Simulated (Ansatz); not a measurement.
# N on graphene monolayer: hop by a lattice vector of the surface

How high is the barrier for the hop by a lattice vector of the surface? Relax the two ends, then run a nudged elastic band between them. The slab cell is 3×3, 1 layer thick, and the adsorbate is set down on it by hand.

Program: Ansatz 0.2.0. Level of theory: DFT LDA, plane waves, PAW, scalar-relativistic, collinear spin. These are calculated values, not measurements.

## 1. The system as given

The cell holds 19 atoms (C18N): a = 7.398 Å, b = 7.398 Å, c = 11.000 Å, α = 90.00°, β = 90.00°, γ = 120.00°.

Coordinates:

```
C N
1.0
     7.39800    0.00000    0.00000
    -3.69900    6.40686    0.00000
     0.00000    0.00000   11.00000
C N
18 1
Direct
  0.00000 0.00000 0.09091
  0.22222 0.11111 0.09091
  0.00000 0.33333 0.09091
  0.22222 0.44444 0.09091
  0.00000 0.66667 0.09091
  0.22222 0.77778 0.09091
  0.33333 0.00000 0.09091
  0.55556 0.11111 0.09091
  0.33333 0.33333 0.09091
  0.55556 0.44444 0.09091
  0.33333 0.66667 0.09091
  0.55556 0.77778 0.09091
  0.66667 0.00000 0.09091
  0.88889 0.11111 0.09091
  0.66667 0.33333 0.09091
  0.88889 0.44444 0.09091
  0.66667 0.66667 0.09091
  0.88889 0.77778 0.09091
  0.54521 0.81663 0.22364
```

## 2. Relaxing end A

File input.yaml:

```yaml
crystal:
  lattice:
    - [7.398, 0.0, 0.0]
    - [-3.699, 6.406856, 0.0]
    - [0.0, 0.0, 11.0]
  atoms:
    - { symbol: C, position: [0.0, 0.0, 0.0909091] }
    - { symbol: C, position: [0.2222222, 0.1111111, 0.0909091] }
    - { symbol: C, position: [0.0, 0.3333333, 0.0909091] }
    - { symbol: C, position: [0.2222222, 0.4444444, 0.0909091] }
    - { symbol: C, position: [0.0, 0.6666667, 0.0909091] }
    - { symbol: C, position: [0.2222222, 0.7777778, 0.0909091] }
    - { symbol: C, position: [0.3333333, 0.0, 0.0909091] }
    - { symbol: C, position: [0.5555556, 0.1111111, 0.0909091] }
    - { symbol: C, position: [0.3333333, 0.3333333, 0.0909091] }
    - { symbol: C, position: [0.5555556, 0.4444444, 0.0909091] }
    - { symbol: C, position: [0.3333333, 0.6666667, 0.0909091] }
    - { symbol: C, position: [0.5555556, 0.7777778, 0.0909091] }
    - { symbol: C, position: [0.6666667, 0.0, 0.0909091] }
    - { symbol: C, position: [0.8888889, 0.1111111, 0.0909091] }
    - { symbol: C, position: [0.6666667, 0.3333333, 0.0909091] }
    - { symbol: C, position: [0.8888889, 0.4444444, 0.0909091] }
    - { symbol: C, position: [0.6666667, 0.6666667, 0.0909091] }
    - { symbol: C, position: [0.8888889, 0.7777778, 0.0909091] }
    - { symbol: "N", position: [0.5452134, 0.8166289, 0.2236364], spin: 1.0 }
magnetization:
  spin_polarized: true
basis:
  ecutwfc: 420.0
kpoints:
  mp_grid: { grid: [2, 2, 1] }
hamiltonian:
  xc: lda
scf:
  occupations: { method: gaussian, width: 0.05 }
  lower_state_search: "off"
relax:
  f_tol: 0.03
  max_steps: 60
  adjacent_minimum: "off"
```

Started as:

```sh
$ ansatz run input.yaml --threads 2 --pin off --max-ram 5120MiB --backend cpu --events-out ev --progress --plain --runs-dir out
```

Log, shortened:

```text
Warning: RAYON_NUM_THREADS=2 ignored (pool sized by the plan → 2); use --threads N
[...]
Pseudopotentials: kind: paw
Pseudopotential: C, paw, valence charge 4, recommended cutoff 420 eV (normal), C.paw.azcp
Pseudopotential: N, paw, valence charge 5, recommended cutoff 420 eV (normal), N.paw.azcp
Functional definition: SPW92
[...]
Crystal: 19 atoms, lattice volume = 521.377 Å³
Basis set: ecut = 420 eV, 10225 PW (Γ)
Bands: 58, of which v1, the nominal top of the filled ones, is band 39 counted from 1 (38 counted from 0)
Symmetry: 1 space group operations
Space group: P1 (ITA 1), of the structure as read, at distance tolerance 8.0e-5 Å
Magnetic group: BNS 1.1 (UNI 1), of the structure as read, at distance tolerance 8.0e-5 Å
k-points: 4
[...]
Starting moments: Σ|m| = 1 μB on 1 of 19 sites
[...]
SCF iter   1: F=—  HF=-4751.262131 eV  |F-HF|=—  |Δ(HF+E_count)|=         —  Δρ=3.71e-2 (↑3.71e-2 ↓3.69e-2)  dr2=2.54e1  dr2_m=1.01e-1  M=1.000 μB ∫|m|=1.340 μB  β_m=0.30  ethr=3.10e-3  ⟨swp⟩=8.6  Hψ=2623  notcnv=0  defer=49
[...]
spin=Collinear: Resta preconditioning applied to the charge; magnetization (m = ρ↑ − ρ↓) channel mixes plain (no charge-response kernel on spin).
[...]
spin-set hold released at iteration 8 (site moments contracting): the magnetisation degrees of freedom join the quasi-Newton model from the next iteration; the mixer history was flushed
[...]
relax step   1: F+E_penalty+E_count = -4741.15032540 eV  Δ(F+E_penalty+E_count) = +0.000e0 eV  max|allowed force component| = 1.934e0 eV/Å  Δτ_max = 0.0000 Å  (15 SCF iters, dr2 threshold 2.25e-5 eV, accepted)
[...]
Starting moments: Σ|m| = 1 μB on 1 of 19 sites; this step starts from the density that it was given
[...]
spin=Collinear: Resta preconditioning applied to the charge; magnetization (m = ρ↑ − ρ↓) channel mixes plain (no charge-response kernel on spin).
SCF iter   2: F=—  HF=-4741.441929 eV  |F-HF|=—  |Δ(HF+E_count)|=   4.47e-2  Δρ=2.91e-3 (↑2.91e-3 ↓2.85e-3)  dr2=8.61e-2  dr2_m=3.27e-3  M=0.897 μB ∫|m|=1.416 μB  β_m=0.45  ethr=2.74e-4  ⟨swp⟩=3.0  Hψ=617  notcnv=0  defer=108
```

## 3. More of the same log: end point A relaxed

Output, continued, shortened:

```text
SCF iter   3: F=—  HF=-4741.443356 eV  |F-HF|=—  |Δ(HF+E_count)|=   1.43e-3  Δρ=3.22e-3 (↑2.34e-3 ↓3.22e-3)  dr2=2.12e-1  dr2_m=3.97e-3  M=0.999 μB ∫|m|=1.518 μB  β_m=0.28  ethr=1.12e-4  ⟨swp⟩=2.0  Hψ=626  notcnv=0  defer=108  recentre
SCF iter   4: F=—  HF=-4741.421530 eV  |F-HF|=—  |Δ(HF+E_count)|=   2.18e-2  Δρ=1.03e-3 (↑9.37e-4 ↓1.03e-3)  dr2=5.34e-3  dr2_m=9.70e-4  M=0.955 μB ∫|m|=1.464 μB  β_m=0.41  ethr=1.12e-4  ⟨swp⟩=2.0  Hψ=652  notcnv=0  defer=108
[...]
relax step   2: F+E_penalty+E_count = -4741.42137336 eV  Δ(F+E_penalty+E_count) = -2.710e-1 eV  max|allowed force component| = 9.617e-1 eV/Å  Δτ_max = 0.0772 Å  (10 SCF iters, dr2 threshold 1.00e-4 eV, accepted)
[...]
relax step   7: F+E_penalty+E_count = -4742.62734600 eV  Δ(F+E_penalty+E_count) = -2.024e-3 eV  max|allowed force component| = 3.589e-2 eV/Å  Δτ_max = 0.0091 Å  (9 SCF iters, accepted)
[...]
    - { symbol: C, position: [0.3294656405622295, 0.3287313264888206, 0.08447975476704339] }
    - { symbol: C, position: [0.5525006218623991, 0.4407298667946564, 0.08322281895028173] }
    - { symbol: C, position: [0.3246924641053511, 0.6596879419254612, 0.09129778850151411] }
    - { symbol: C, position: [0.5478140778507756, 0.765420077255721, 0.11790590607284117] }
    - { symbol: C, position: [0.6674641296597932, 0.0047305675128307845, 0.11792405948066191] }
    - { symbol: C, position: [0.8905988811745649, 0.11048165544147891, 0.09128694676253868] }
    - { symbol: C, position: [0.6627899171335934, 0.3294459316486045, 0.0832402669413062] }
    - { symbol: C, position: [0.8858271438574015, 0.4414556779417422, 0.08453955490754647] }
    - { symbol: C, position: [0.665201745056134, 0.6596900245886518, 0.0912700667077276] }
    - { symbol: C, position: [0.8846861016016369, 0.7729580798316295, 0.08935331137639031] }
    - { symbol: N, position: [0.6076278560947459, 0.8850555575049557, 0.22800318170459571] }
```

Run time: 31 s. Hardware: 2 threads of Intel Xeon 6975P-C (Granite Rapids), shared host; peak memory 0.83 GiB.

Relaxation path:

| step | energy from step 1 (eV/cell) | largest force component (eV/Å) |
| --- | --- | --- |
| 1 | 0.0000 | 1.9340 |
| 2 | -0.2710 | 0.9617 |
| 3 | -0.6818 | 2.0557 |
| 4 | -1.0118 | 2.4010 |
| 5 | -1.4399 | 0.6568 |
| 6 | -1.4750 | 0.1200 |
| 7 | -1.4770 | 0.0359 |
| 8 | -1.4772 | 0.0046 |

Step 1 is the start.

Largest move: N19, 0.49 Å.

## 4. Nudged elastic band

crystal.atoms is end A as relaxed above, and neb.final_atoms is the same geometry shifted by the lattice vector, with the slab's atoms relabelled. With 3 inner images the band has 5 in all.

File input.yaml:

```yaml
crystal:
  lattice:
    - [7.398, 0.0, 0.0]
    - [-3.699, 6.406856, 0.0]
    - [0.0, 0.0, 11.0]
  atoms:
    - { symbol: C, position: [-0.00318664, -0.00278485, 0.08932736] }
    - { symbol: C, position: [0.21951486, 0.10883434, 0.08580403] }
    - { symbol: C, position: [-0.00314318, 0.32945022, 0.08325176] }
    - { symbol: C, position: [0.21843072, 0.44073161, 0.08323966] }
    - { symbol: C, position: [-0.00422287, 0.66134661, 0.085897] }
    - { symbol: C, position: [0.21847584, 0.77296422, 0.08936573] }
    - { symbol: C, position: [0.33059826, -0.00277998, 0.08931787] }
    - { symbol: C, position: [0.55007794, 0.11047993, 0.09127314] }
    - { symbol: C, position: [0.32946564, 0.32873133, 0.08447975] }
    - { symbol: C, position: [0.55250062, 0.44072987, 0.08322282] }
    - { symbol: C, position: [0.32469246, 0.65968794, 0.09129779] }
    - { symbol: C, position: [0.54781408, 0.76542008, 0.11790591] }
    - { symbol: C, position: [0.66746413, 0.00473057, 0.11792406] }
    - { symbol: C, position: [0.89059888, 0.11048166, 0.09128695] }
    - { symbol: C, position: [0.66278992, 0.32944593, 0.08324027] }
    - { symbol: C, position: [0.88582714, 0.44145568, 0.08453955] }
    - { symbol: C, position: [0.66520175, 0.65969002, 0.09127007] }
    - { symbol: C, position: [0.8846861, 0.77295808, 0.08935331] }
    - { symbol: "N", position: [0.60762786, 0.88505556, 0.22800318], spin: 0.25 }
magnetization:
  spin_polarized: true
basis:
  ecutwfc: 420.0
kpoints:
  mp_grid: { grid: [2, 2, 1] }
hamiltonian:
  xc: lda
scf:
  occupations: { method: gaussian, width: 0.05 }
  lower_state_search: "off"
neb:
  images: 3
  f_tol: 0.05
  initial_path: idpp
  max_iterations: 80
  optimiser: fire
  final_atoms:
    - { symbol: C, position: [-0.00146492, -0.00697665, 0.09127007] }
    - { symbol: C, position: [0.21801943, 0.10629141, 0.08935331] }
    - { symbol: C, position: [0.00079746, 0.3380639, 0.11792406] }
    - { symbol: C, position: [0.22393221, 0.44381499, 0.09128695] }
    - { symbol: C, position: [-0.00387675, 0.66277926, 0.08324027] }
    - { symbol: C, position: [0.21916047, 0.77478901, 0.08453955] }
    - { symbol: C, position: [0.32911046, -0.00532006, 0.085897] }
    - { symbol: C, position: [0.55180917, 0.10629755, 0.08936573] }
    - { symbol: C, position: [0.33014669, 0.33054848, 0.08932736] }
    - { symbol: C, position: [0.55284819, 0.44216767, 0.08580403] }
    - { symbol: C, position: [0.33019015, 0.66278355, 0.08325176] }
    - { symbol: C, position: [0.55176405, 0.77406494, 0.08323966] }
    - { symbol: C, position: [0.65802579, -0.00697873, 0.09129779] }
    - { symbol: C, position: [0.88114741, 0.09875341, 0.11790591] }
    - { symbol: C, position: [0.66393159, 0.33055335, 0.08931787] }
    - { symbol: C, position: [0.88341127, 0.44381326, 0.09127314] }
    - { symbol: C, position: [0.66279897, 0.66206466, 0.08447975] }
    - { symbol: C, position: [0.88583395, 0.7740632, 0.08322282] }
    - { symbol: "N", position: [0.94096119, 1.21838889, 0.22800318] }
  order_check: true
```

Started as:

```sh
$ ansatz run input.yaml --threads 2 --pin off --max-ram 5120MiB --backend cpu --events-out ev --progress --plain --runs-dir out
```

Log, shortened:

```text
Warning: neb: disabling space-group detection — the band's intermediate images generally break the endpoint symmetry, so no spatial operation reduces the k-mesh or symmetrises the density, except that a semilocal band can use its path's symmetry ahead of convergence; time reversal is [...]
Warning: RAYON_NUM_THREADS=2 ignored (pool sized by the plan → 2); use --threads N
[...]
[... 4 set-up lines as earlier in the session ...]
[...]
parallel-image band execution: 2 concurrent image workers
NEB image 0
Crystal: 19 atoms, lattice volume = 521.377 Å³
Basis set: ecut = 420 eV, 10225 PW (Γ)
Bands: 58, of which v1, the nominal top of the filled ones, is band 39 counted from 1 (38 counted from 0)
[... 1 set-up line as earlier in the session ...]
k-points: 4
[...]
Starting moments: Σ|m| = 0.25 μB on 1 of 19 sites
[...]
SCF iter   5: F=—  HF=-4742.617692 eV  |F-HF|=—  |Δ(HF+E_count)|=   1.46e-2  Δρ=1.14e-3 (↑1.14e-3 ↓7.80e-4)  dr2=1.57e-2  dr2_m=1.19e-3  M=0.500 μB ∫|m|=0.560 μB  β_m=0.30  ethr=1.12e-4  ⟨swp⟩=2.2  Hψ=580  notcnv=0  defer=114
[...]
spin-set hold released at iteration 5 (site moments contracting): the magnetisation degrees of freedom join the quasi-Newton model from the next iteration; the mixer history was flushed
NSCF: frozen V_eff on 4 k-points
NEB end point (image 0): max|allowed force component| = 4.584e-3 eV/Å (the criterion of neb.relax_end_points is 1.000e-2)
NEB end point (image 4): max|allowed force component| = 4.590e-3 eV/Å (the criterion of neb.relax_end_points is 1.000e-2)
NEB image 1
[...]
spin=Collinear: Resta preconditioning applied to the charge; magnetization (m = ρ↑ − ρ↓) channel mixes plain (no charge-response kernel on spin).
[...]
spin=Collinear: LDOS preconditioning applied to the charge; magnetization (m = ρ↑ − ρ↓) channel mixes plain (no charge-response kernel on spin).
[...]
spin-set hold released at iteration 8 (site moments contracting): the magnetisation degrees of freedom join the quasi-Newton model from the next iteration; the mixer history was flushed
NEB image 2
[...]
```

## 5. More of the same log: band between the two ends

Output, continued, shortened:

```text
spin=Collinear: Resta preconditioning applied to the charge; magnetization (m = ρ↑ − ρ↓) channel mixes plain (no charge-response kernel on spin).
[...]
spin=Collinear: LDOS preconditioning applied to the charge; magnetization (m = ρ↑ − ρ↓) channel mixes plain (no charge-response kernel on spin).
[...]
spin-set hold released at iteration 13 (site moments contracting): the magnetisation degrees of freedom join the quasi-Newton model from the next iteration; the mixer history was flushed
NEB image 3
[...]
spin=Collinear: LDOS preconditioning applied to the charge; magnetization (m = ρ↑ − ρ↓) channel mixes plain (no charge-response kernel on spin).
[...]
spin=Collinear: Resta preconditioning applied to the charge; magnetization (m = ρ↑ − ρ↓) channel mixes plain (no charge-response kernel on spin).
[...]
    - { symbol: C, position: [0.3295732783502992, 0.3297052215156789, 0.09452702779186858] }
    - { symbol: C, position: [0.5515210336509722, 0.44253662194150434, 0.08727087987133146] }
    - { symbol: C, position: [0.33062076401524326, 0.6637964922206778, 0.10570653860943016] }
    - { symbol: C, position: [0.5620492674378548, 0.7801608603848901, 0.10774738716136231] }
    - { symbol: C, position: [0.6574726531232824, 0.002508069009873089, 0.08230804225367906] }
    - { symbol: C, position: [0.8798507302891679, 0.09801197876795208, 0.10711230066052269] }
    - { symbol: C, position: [0.6615201875307072, 0.3309837803019499, 0.0810073013123171] }
    - { symbol: C, position: [0.8859342826698509, 0.4383913259683915, 0.09215448407375133] }
    - { symbol: C, position: [0.6682905794904886, 0.6622270300128977, 0.08863917127791202] }
    - { symbol: C, position: [0.8883687678136599, 0.7708261948780524, 0.08403774194087087] }
    - { symbol: N, position: [0.6915686241978288, 0.9667640579135992, 0.20934009968069317] }
```

It took 18 min on 2 threads of Intel Xeon 6975P-C (Granite Rapids), shared host; peak memory 1.6 GiB.

## 6. Images and barrier

Images 0 and 4 are the ends. Energies count from image 0; the path length is the program's own measure over all atoms.

| image | path (Å) | energy (eV) | C3–N19 (Å) | C12–N19 (Å) | C14–N19 (Å) | C13–N19 (Å) | N19 x y z (Å) | band force (eV/Å) |
| --- | --- | --- | --- | --- | --- | --- | --- | --- |
| 0 | 0.000 | 0.0000 | 3.49 | 1.43 | 2.44 | 1.43 | 1.22 5.67 2.51 | - |
| 1* | 0.923 | 1.0520 | 2.74 | 1.66 | 1.67 | 1.47 | 1.54 6.19 2.30 | 0.047 |
| 2 | 1.856 | 0.0002 | 2.44 | 2.43 | 1.43 | 1.43 | 1.84 6.74 2.51 | 0.017 |
| 3 | 2.790 | 1.0512 | 1.65 | 2.74 | 1.47 | 1.67 | 2.14 7.28 2.30 | 0.042 |
| 4 | 3.716 | 0.0000 | 1.43 | 3.49 | 1.43 | 2.44 | 2.45 7.81 2.51 | - |

The star marks the climbing image.

image, energy (eV) and a bar:
```
        0      0.000 
        1      1.052 ##############################
        2      0.000 
        3      1.051 ##############################
        4      0.000
```

How the highest energy settled:

| iteration | highest image above image 0 (eV) | largest band force (eV/Å) |
| --- | --- | --- |
| 1 | 2.3559 | 2.665 |
| 6 | 1.2560 | 1.707 |
| 11 | 1.2274 | 0.838 |
| 16 | 1.2140 | 0.551 |
| 21 | 1.2162 | 0.347 |
| 26 | 1.1589 | 0.413 |
| 31 | 1.1297 | 0.295 |
| 36 | 1.1192 | 0.190 |
| 41 | 1.0918 | 0.226 |
| 46 | 1.0850 | 0.161 |
| 51 | 1.0665 | 0.124 |
| 56 | 1.0562 | 0.080 |
| 58 | 1.0520 | 0.047 |

The band as a trajectory file:

```xyz
19
Lattice="7.398 0.000 0.000 -3.699 6.407 0.000 0.000 0.000 11.000" Properties=species:S:1:pos:R:3 pbc="T T T" image=0 dE=0.0000
C    -0.013   -0.018    0.983
C     1.221    0.697    0.944
C    -1.242    2.111    0.916
C    -0.014    2.824    0.916
C    -2.478    4.237    0.945
C    -1.243    4.952    0.983
C     2.456   -0.018    0.982
C     3.661    0.708    1.004
C     1.221    2.106    0.929
C     2.457    2.824    0.915
C    -0.038    4.227    1.004
C     1.221    4.904    1.297
C     4.920    0.030    1.297
C     6.180    0.708    1.004
C     3.685    2.111    0.916
C     4.920    2.828    0.930
C     2.481    4.227    1.004
C     3.686    4.952    0.983
N     1.221    5.670    2.508
19
Lattice="7.398 0.000 0.000 -3.699 6.407 0.000 0.000 0.000 11.000" Properties=species:S:1:pos:R:3 pbc="T T T" image=1 dE=1.0520
C     0.012   -0.057    0.978
C     1.205    0.690    0.964
C    -1.248    2.108    1.163
C    -0.022    2.830    1.154
C    -2.446    4.228    0.968
C    -1.226    4.954    1.010
C     2.437   -0.015    0.890
C     3.615    0.729    0.794
C     1.219    2.112    1.040
C     2.443    2.835    0.960
C    -0.009    4.253    1.163
C     1.272    4.998    1.185
C     4.855    0.016    0.905
C     6.147    0.628    1.178
C     3.670    2.121    0.891
C     4.933    2.809    1.014
C     2.494    4.243    0.975
C     3.721    4.939    0.924
N     1.540    6.194    2.303
19
Lattice="7.398 0.000 0.000 -3.699 6.407 0.000 0.000 0.000 11.000" Properties=species:S:1:pos:R:3 pbc="T T T" image=2 dE=0.0002
C     0.019   -0.037    1.002
C     1.222    0.685    0.914
C    -1.241    2.144    1.000
C    -0.014    2.825    0.913
C    -2.469    4.252    0.944
C    -1.249    4.956    0.932
C     2.453   -0.021    0.918
C     3.656    0.700    1.006
C     1.226    2.114    0.928
C     2.446    2.818    0.945
C    -0.010    4.245    0.918
C     1.217    4.925    1.008
C     4.873   -0.052    1.299
C     6.201    0.715    1.294
C     3.683    2.107    0.983
C     4.927    2.825    0.980
C     2.448    4.245    0.985
C     3.692    4.964    0.983
N     1.841    6.738    2.508
19
Lattice="7.398 0.000 0.000 -3.699 6.407 0.000 0.000 0.000 11.000" Properties=species:S:1:pos:R:3 pbc="T T T" image=3 dE=1.0512
C     0.061   -0.066    0.791
C     1.238    0.678    0.890
C    -1.296    2.071    1.187
C    -0.014    2.817    1.165
C    -2.467    4.235    0.962
C    -1.242    4.957    1.041
C     2.470   -0.027    0.963
C     3.664    0.720    0.978
C     1.203    2.116    1.013
C     2.422    2.842    0.969
C    -0.001    4.240    1.156
C     1.224    4.962    1.163
C     4.928    0.036    1.177
C     6.219    0.647    0.902
C     3.654    2.131    0.925
C     4.880    2.827    0.977
C     2.442    4.261    1.013
C     3.705    4.949    0.889
N     2.138    7.284    2.300
19
Lattice="7.398 0.000 0.000 -3.699 6.407 0.000 0.000 0.000 11.000" Properties=species:S:1:pos:R:3 pbc="T T T" image=4 dE=0.0000
C     0.015   -0.045    1.004
C     1.220    0.681    0.983
C    -1.245    2.166    1.297
C     0.015    2.843    1.004
C    -2.480    4.246    0.916
C    -1.245    4.964    0.930
C     2.454   -0.034    0.945
C     3.689    0.681    0.983
C     1.220    2.118    0.983
C     2.454    2.833    0.944
C    -0.009    4.246    0.916
C     1.219    4.959    0.916
C     4.894   -0.045    1.004
C     6.153    0.633    1.297
C     3.689    2.118    0.982
C     4.894    2.843    1.004
C     2.454    4.242    0.929
C     3.690    4.959    0.915
N     2.454    7.806    2.508
```

## 7. Results

```
                    quantity                    value
                       end A  7 moves, 1.477 eV lower
            barrier forwards                  1.05 eV
           barrier backwards                  1.05 eV
second end relative to first                 0.000 eV
               highest image    1 of 0 to 4, climbing
             band iterations                       58
lowest curvatures at the top     -4.87 and 2.36 eV/Å²
```

What this shows: Along this path the system climbs 1.05 eV from the first end (41 kT at 300 K). The ends differ by 1 meV at most. Image 2 sits in a dip between two rises: the path passes through another minimum, and each half would need a band of its own. The test of curvatures at the top gave "unresolved", so the point may be no simple saddle. A cell of 19 atoms lets the moving atom feel its images, and convergence in size and mesh was not shown.
